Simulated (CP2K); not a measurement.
Runs of CP2K 2026.2 on As. The structure is hexagonal, space group P6/mmm (No. 191). Conventional cell: a = 4.566 Å, b = 4.566 Å, c = 2.834 Å, α = 90.00°, β = 90.00°, γ = 120.00°. Around As (site symmetry -6m2) lie 5 As at 2.64 to 2.83 Å. The cell was built by a generator and needn't be a form met in nature.

| task | level | potentials or basis | smearing | EPS_DEFAULT | NGRIDS | basis sets | potentials | CUTOFF of the grids | gap on the mesh (eV) | pressure (GPa) |
| --- | --- | --- | --- | --- | --- | --- | --- | --- | --- | --- |
| single point | BLYP | POTENTIAL_UZH As GTH-PBE-q5; TZVP-MOLOPT-PBE-GTH basis | fermi-dirac 0.05 eV | 1.0E-9 | 4 | As TZVP-MOLOPT-PBE-GTH-q5 | As GTH-PBE-q5 of POTENTIAL_UZH | 675 Ry | none | 4.0 |
| band structure | LDA | POTENTIAL_UZH As GTH-PBE-q5; TZVP-MOLOPT-PBE-GTH basis | fermi-dirac 0.05 eV | 1.0E-9 | 4 | As TZVP-MOLOPT-PBE-GTH-q5 | As GTH-PBE-q5 of POTENTIAL_UZH | 675 Ry | none | -1.4 |
| band structure | PBEsol | POTENTIAL_UZH As GTH-PBE-q5; TZVP-MOLOPT-PBE-GTH basis | fermi-dirac 0.1 eV | 1.0E-9 | 5 | As TZVP-MOLOPT-PBE-GTH-q5 | As GTH-PBE-q5 of POTENTIAL_UZH | 450 Ry | none | -1.4 |
| band structure | LDA | GTH_POTENTIALS As GTH-PADE-q5; TZVP-MOLOPT-PBE-GTH basis | fermi-dirac 0.05 eV | 1.0E-9 | 4 | As TZVP-MOLOPT-PBE-GTH-q5 | As GTH-PADE-q5 of GTH_POTENTIALS | 450 Ry | none | -4.0 |
| band structure | PBEsol | POTENTIAL_UZH As GTH-PBE-q5; TZVP-MOLOPT-PBE-GTH basis | fermi-dirac 0.05 eV | 1.0E-9 | 4 | As TZVP-MOLOPT-PBE-GTH-q5 | As GTH-PBE-q5 of POTENTIAL_UZH | 675 Ry | none | (a) |
| single point | RPBE | POTENTIAL_UZH As GTH-PBE-q5; TZVP-MOLOPT-PBE-GTH basis | fermi-dirac 0.05 eV | 1.0E-9 | 4 | As TZVP-MOLOPT-PBE-GTH-q5 | As GTH-PBE-q5 of POTENTIAL_UZH | 675 Ry | none | 0.9 |
| band structure | MS2 | POTENTIAL_UZH As GTH-PBE-q5; TZVP-MOLOPT-PBE-GTH basis | fermi-dirac 0.05 eV | 1.0E-9 | 4 | As TZVP-MOLOPT-PBE-GTH-q5 | As GTH-PBE-q5 of POTENTIAL_UZH | 675 Ry | none | (b) |
| single point | PBE | POTENTIAL_UZH As GTH-PBE-q5; TZVP-MOLOPT-PBE-GTH basis | fermi-dirac 0.05 eV | 1.0E-10 | 5 | As TZVP-MOLOPT-PBE-GTH-q5 | As GTH-PBE-q5 of POTENTIAL_UZH | 450 Ry | none | 0.2 |
| single point | PBE | POTENTIAL_UZH As GTH-PBE-q5; TZVP-MOLOPT-PBE-GTH basis | fermi-dirac 0.05 eV | 1.0E-9 | 4 | As TZVP-MOLOPT-PBE-GTH-q5 | As GTH-PBE-q5 of POTENTIAL_UZH | 675 Ry | none | 0.2 |
| band structure | r2SCAN | POTENTIAL_UZH As GTH-SCAN-q5; TZVP-MOLOPT-SCAN-GTH basis | fermi-dirac 0.05 eV | 1.0E-9 | 4 | As TZVP-MOLOPT-SCAN-GTH-q5 | As GTH-SCAN-q5 of POTENTIAL_UZH | 675 Ry | none | -2.4 |
| single point | rev-vdW-DF2 | POTENTIAL_UZH As GTH-PBE-q5; TZVP-MOLOPT-PBE-GTH basis | fermi-dirac 0.05 eV | 1.0E-9 | 4 | As TZVP-MOLOPT-PBE-GTH-q5 | As GTH-PBE-q5 of POTENTIAL_UZH | 675 Ry | none | 0.5 |

Alike in all rows: no spin polarisation; cell as given; k mesh 7 × 7 × 9.

**Question.** Estimate the missing entries.

**Answer.** (a) -1.3; (b) 1.4.

Caveats: the basis of atomic orbitals isn't converged, which shifts pressures, moduli and gaps; the potentials were made for another functional, which shifts forces and pressure (some runs).

A k mesh can miss the band edges, and the runs leave out spin-orbit coupling on As.

A gap of «none» marks a metal or a gap under the smearing width.

Not every run made on this cell is shown here.
